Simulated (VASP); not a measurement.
# Pr (Im-3m) in VASP: notebook, part 2 of 2

VASP 6.6.1.

## 3. Single point, PBE, collinear spin, typed start

File INCAR:

```
SYSTEM = Pr
ALGO = Normal
EDIFF = 1E-6
ENCUT = 520
GGA = PE
ISIF = 2
ISMEAR = -1
ISPIN = 2
LASPH = .TRUE.
LCHARG = .FALSE.
LMAXMIX = 6
LORBIT = 11
LREAL = .FALSE.
LWAVE = .FALSE.
MAGMOM = 2
NBANDS = 16
NELM = 150
PREC = Accurate
SIGMA = 0.05
```

File KPOINTS:

```
k-points
0
G
  9 9 9
  0 0 0
```

File POSCAR:

```
Pr
1.0
   -2.0973721543      2.0973721543      2.0973721543
    2.0973721543     -2.0973721543      2.0973721543
    2.0973721543      2.0973721543     -2.0973721543
Pr
1
Direct
    0.0000000000      0.0000000000      0.0000000000
```

Potentials or basis: VASP PAW PBE potentials, release 64 (Pr).

Launch:

```sh
$ cat potpaw_PBE.64/Pr/POTCAR > POTCAR
$ mpirun -np 1 vasp_std > vasp.out
```

OUTCAR:

```text
SYSTEM = Pr
   EDIFF = 1E-6
   ENCUT = 520
   GGA = PE
   ISIF = 2
   ISMEAR = -1
   ISPIN = 2
   LASPH = .TRUE.
   LORBIT = 11
   LREAL = .FALSE.
   NELM = 150
   PREC = Accurate

 ion  position               nearest neighbor table
   1  0.000  0.000  0.000-

  LATTYP: Found a body centered cubic cell.
 ALAT       =     4.1947443086

  Lattice vectors:

 A1 = (  -2.0973721543,   2.0973721543,   2.0973721543)
 A2 = (   2.0973721543,  -2.0973721543,   2.0973721543)
 A3 = (   2.0973721543,   2.0973721543,  -2.0973721543)

Analysis of symmetry for initial positions (statically):
=====================================================================
 Subroutine PRICEL returns:
 Original cell was already a primitive cell.

 Routine SETGRP: Setting up the symmetry group for a
 body centered cubic supercell.

 Subroutine GETGRP returns: Found 48 space group operations
 (whereof 48 operations were pure point group operations)
 out of a pool of 48 trial point group operations.

The static configuration has the point symmetry O_h .

Analysis of symmetry for dynamics (positions and initial velocities):
=====================================================================
 Subroutine PRICEL returns:
 Original cell was already a primitive cell.

 Routine SETGRP: Setting up the symmetry group for a
 body centered cubic supercell.

 Subroutine GETGRP returns: Found 48 space group operations
 (whereof 48 operations were pure point group operations)
 out of a pool of 48 trial point group operations.

The dynamic configuration has the point symmetry O_h .

Analysis of structural, dynamic, and magnetic symmetry:
=====================================================================
 Subroutine PRICEL returns:
 Original cell was already a primitive cell.

 Routine SETGRP: Setting up the symmetry group for a
 body centered cubic supercell.

 Subroutine GETGRP returns: Found 48 space group operations
 (whereof 48 operations were pure point group operations)
 out of a pool of 48 trial point group operations.

The overall configuration has the point symmetry O_h .

 Subroutine INISYM returns: Found 48 space group operations
 (whereof 48 operations are pure point group operations),
 and found     1 'primitive' translations

----------------------------------------------------------------------------------------

                                     Primitive cell

  volume of cell :      36.9051

  direct lattice vectors                    reciprocal lattice vectors
    -2.097372154  2.097372154  2.097372154     0.000000000  0.238393553  0.238393553
     2.097372154 -2.097372154  2.097372154     0.238393553  0.000000000  0.238393553
     2.097372154  2.097372154 -2.097372154     0.238393553  0.238393553  0.000000000

  length of vectors
     3.632755134  3.632755134  3.632755134     0.337139396  0.337139396  0.337139396

  position of ions in fractional coordinates (direct lattice)
     0.000000000  0.000000000  0.000000000

  ion indices of the primitive-cell ions
   primitive index   ion index
                 1           1

----------------------------------------------------------------------------------------

 KPOINTS: k-points
[... 55 lines left out ...]
   ions per type =               1
   NGX,Y,Z   is equivalent  to a cutoff of  12.81, 12.81, 12.81 a.u.
   NGXF,Y,Z  is equivalent  to a cutoff of  25.63, 25.63, 25.63 a.u.
 SYSTEM =  Pr
   PREC   = accura    normal or accurate (medium, high low for compatibility)
   ISTART =      0    job   : 0-new  1-cont  2-samecut
   ICHARG =      2    charge: 1-file 2-atom 10-const
   ISPIN  =      2    spin polarized calculation?
   LNONCOLLINEAR =      F non collinear calculations
   LSORBIT =      F    spin-orbit coupling
   LASPH  =      T    aspherical Exc in radial PAW
   ENCUT  =  520.0 eV  38.22 Ry    6.18 a.u.   6.75  6.75  6.75*2*pi/ulx,y,z
   NELM   =    150;   NELMIN=  2; NELMDL= -5     # of ELM steps
   EDIFF  = 0.1E-05   stopping-criterion for ELM
   LREAL  =      F    real-space projection
   EDIFFG = 0.1E-04   stopping-criterion for IOM
   NSW    =      0    number of steps for IOM
   IBRION =     -1    ionic relax: 0-MD 1-quasi-New 2-CG
   NFREE  =      0    steps in history (QN), initial steepest desc. (CG)
   ISIF   =      2    stress and relaxation
   ISYM   =      2    0-nonsym 1-usesym 2-fastsym
   POTIM  = 0.5000    time-step for ionic-motion
   TEBEG  =    0.0;   TEEND  =   0.0 temperature during run
   PSTRESS=    0.0 pullay stress
   NELECT =      13.0000    total number of electrons
   NUPDOWN=      -1.0000    fix difference up-down
   EMIN   =  10.00;   EMAX   =-10.00  energy-range for DOS
   EFERMI =   0.00;   METHOD = LEGACY
   ISMEAR =    -1;   SIGMA  =   0.05  broadening in eV -4-tet -1-fermi 0-gaus
   EFERMI_NEDOS =   21; number of points for ismear=-14 and -15
   IALGO  =     38    algorithm
   IMIX   =      4    mixing-type and parameters
     AMIX     =   0.40;   BMIX     =  1.00
     AMIX_MAG =   1.60;   BMIX_MAG =  1.00
  volume/ion in A,a.u.               =      36.91       249.05
  Fermi-wavevector in a.u.,A,eV,Ry     =   1.156184  2.184872 18.187757  1.336762
  Thomas-Fermi vector in A             =   2.292807
   LORBIT       =     11    0 simple, 1 ext, 2 COOP (PROOUT), +10 PAW based schemes
   GGA     = PE    functional components
   LHFCALC =     F    Hartree Fock is set to
   AEXX    =    0.0000 exact exchange contribution
   IVDW    =     0    specifies the selected vdW correction
   LEPSILON=     F    determine dielectric tensor
   LRPA    =     F    only Hartree local field effects (RPA)
 spin polarized calculation
  energy-cutoff  :      520.00
  volume of cell :       36.91
 maximum number of plane-waves:      1008
   NGX = 13   NGY = 13   NGZ = 13

 number of electron      13.0000007 magnetization       2.7960120

 Free energy of the ion-electron system (eV)
  ---------------------------------------------------
  ext. energy  EPLUGINS =         0.00000000
  ---------------------------------------------------
  free energy    TOTEN  =        -5.48891532 eV

  energy without entropy =       -5.45451045  energy(sigma->0) =       -5.47171288

 E-fermi :   5.5968     XC(G=0):  -9.6355

 val. band max:        5.5934498149   @ k =  -0.4444  -0.4444   0.2222
 cond. band min:       5.6035576808   @ k =   0.3333   0.1111   0.1111
 fundamental gap:      0.0101078658
 Fermi energy:         5.5968092100

 spin component 1

 k-point     1 :       0.0000    0.0000    0.0000
  band No.  band energies     occupation
      1     -30.4972      1.00000
      2     -11.9864      1.00000
      3     -11.9864      1.00000
      4     -11.9863      1.00000
      5       1.7430      1.00000
      6       5.1970      0.99966
[... 435 lines left out ...]
      5       4.3102      1.00000
      6       5.2648      0.99869
[... 8 lines left out ...]
     15       8.5727      0.00000
     16      10.7134      0.00000

 [... further k-points ...]

 spin component 2

 k-point     1 :       0.0000    0.0000    0.0000
  band No.  band energies     occupation
      1     -29.3877      1.00000
      2     -11.0954      1.00000
      3     -11.0954      1.00000
      4     -11.0954      1.00000
      5       2.3676      1.00000
      6       7.3593      0.00000
[... 435 lines left out ...]
      5       4.9178      1.00000
      6       6.3032      0.00000
[... 8 lines left out ...]
     15       9.3204      0.00000
     16      11.3970      0.00000

 [... further k-points ...]

------------------------ aborting loop because EDIFF is reached ----------------------------------------

  FORCE on cell =-STRESS in cart. coord.  units (eV):
  Direction    XX          YY          ZZ          XY          YZ          ZX
  --------------------------------------------------------------------------------------
  -------------------------------------------------------------------------------------
  Total       -0.4300708     -0.4300708     -0.4300708      0.0000000     -0.0000000     -0.0000000
  in kB      -18.6708497    -18.6708497    -18.6708497      0.0000000     -0.0000000     -0.0000000
  external PRESSURE =     -18.6708497 kB  Pullay stress =       0.0000000 kB

 VOLUME and BASIS-vectors are now :
 -----------------------------------------------------------------------------
  energy-cutoff  :      520.00
  volume of cell :       36.91
      direct lattice vectors                 reciprocal lattice vectors
    -2.097372154  2.097372154  2.097372154     0.000000000  0.238393553  0.238393553
     2.097372154 -2.097372154  2.097372154     0.238393553  0.000000000  0.238393553
     2.097372154  2.097372154 -2.097372154     0.238393553  0.238393553  0.000000000

 POSITION                                       TOTAL-FORCE (eV/Angst)
 -----------------------------------------------------------------------------------
      0.00000      0.00000      0.00000         0.000000     -0.000000      0.000000
 -----------------------------------------------------------------------------------
    total drift:                                0.000000     -0.000000     -0.000000

  FREE ENERGIE OF THE ION-ELECTRON SYSTEM (eV)
  ---------------------------------------------------
  free  energy   TOTEN  =        -5.4889153201 eV

  energy  without entropy=       -5.4545104462  energy(sigma->0) =       -5.47171288

 total charge

# of ion       s       p       d       f       tot
--------------------------------------------------
    1        1.998   5.290   0.529   2.197  10.014

 magnetization (x)

# of ion       s       p       d       f       tot
--------------------------------------------------
    1       -0.012  -0.026   0.138   2.162   2.261
```

OSZICAR:

```text
N       E                     dE             d eps       ncg     rms          rms(c)
DAV:   1     0.942920257853E+02    0.94292E+02   -0.48682E+03  2456   0.151E+03
DAV:   2     0.182349577195E+01   -0.92469E+02   -0.84227E+02  3360   0.221E+02
DAV:   3    -0.759649762648E+01   -0.94200E+01   -0.89905E+01  3280   0.972E+01
DAV:   4    -0.783266789092E+01   -0.23617E+00   -0.23388E+00  3792   0.101E+01
DAV:   5    -0.784695872038E+01   -0.14291E-01   -0.14058E-01  2952   0.201E+00    0.370E+01
DAV:   6    -0.222458920682E+02   -0.14399E+02   -0.10927E+02  3008   0.802E+01    0.464E+01
DAV:   7    -0.510453276594E+01    0.17141E+02   -0.22351E+01  3112   0.561E+01    0.148E+01
DAV:   8    -0.543381101814E+01   -0.32928E+00   -0.11140E+00  3696   0.136E+01    0.492E+00
DAV:   9    -0.537251228140E+01    0.61299E-01   -0.43897E-01  3592   0.889E+00    0.624E+00
DAV:  10    -0.541485653334E+01   -0.42344E-01   -0.64625E-02  3616   0.295E+00    0.253E+00
DAV:  11    -0.545181575789E+01   -0.36959E-01   -0.16142E-02  3784   0.212E+00    0.148E+00
DAV:  12    -0.549138094759E+01   -0.39565E-01   -0.44574E-02  3360   0.359E+00    0.377E+00
DAV:  13    -0.548763839951E+01    0.37425E-02   -0.18924E-02  3352   0.211E+00    0.728E-01
DAV:  14    -0.548817331233E+01   -0.53491E-03   -0.79300E-03  3472   0.144E+00    0.808E-01
DAV:  15    -0.548896471598E+01   -0.79140E-03   -0.81763E-04  3384   0.439E-01    0.427E-01
DAV:  16    -0.548891711408E+01    0.47602E-04   -0.44261E-04  3432   0.344E-01    0.373E-02
DAV:  17    -0.548891481158E+01    0.23025E-05   -0.21761E-05  3776   0.733E-02    0.359E-02
DAV:  18    -0.548891532014E+01   -0.50856E-06   -0.49628E-06  3288   0.360E-02
   1 F= -.54889153E+01 E0= -.54717129E+01  d E =-.344049E-01  mag=     2.7974
```

stdout:

```text
POSCAR found type information on POSCAR Pr
 POSCAR found :  1 types and       1 ions
 scaLAPACK will be used
 LDA part: xc-table for (Slater+PW92), standard interpolation
 POSCAR, INCAR and KPOINTS ok, starting setup
 FFT: planning ... GRIDC
 FFT: planning ... GRID_SOFT
 FFT: planning ... GRID
 WAVECAR not read
 entering main loop
```

Wall time 58 s (1 thread of Intel Xeon Platinum 8488C (Sapphire Rapids), shared host); peak memory 0.19 GiB.

What came out:

```yaml
Free_energy: -5.4889 eV
Pressure: -1.9 GPa
Band_gap_on_the_k_mesh: none (metal or under the smearing width)
Net_moment: 2.80 μB per cell
Site_moments: Pr +2.26 μB
Valence_electrons_inside_the_program's_atomic_spheres: Pr 10.01
```

Caveat: the magnetic or orbital state may not be the lowest; spin-orbit coupling is left out, which moves the levels of the heavy elements. The state reached can hang on the start; a lower one may exist.
